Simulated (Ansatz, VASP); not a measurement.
**Two plane-wave programs on Ge**

```
Ge
1.0
     0.00000    2.21809    2.21809
     2.21809    0.00000    2.21809
     2.21809    2.21809    0.00000
Ge
1
Direct
  0.00000 0.00000 0.00000
```

Alike in both runs: functional BLYP; k mesh 13 × 13 × 13; occupations fermi-dirac, width 0.1 eV; no spin polarisation.

Ansatz relaxed the structure, and its values are those at the end. VASP's run is a single point on that final structure, the one shown.

```csv
,VASP,Ansatz
version,VASP 6.6.1,Ansatz 0.2.0
potentials or method,"VASP PAW PBE potentials, release 64 (Ge_d)","plane waves (420 eV) with PAW, scalar-relativistic"
plane-wave cutoff (eV),520,420
valence electrons in the cell,14,14
```

```tsv
	VASP	Ansatz	Ansatz less VASP
pressure (GPa)	0.0	0.0	+0.04
```

With one functional, cell and mesh, what is left measures potentials, basis and numerics.

Caveats: the PAW data sets were made with another functional, which shifts forces and pressure a little (VASP).
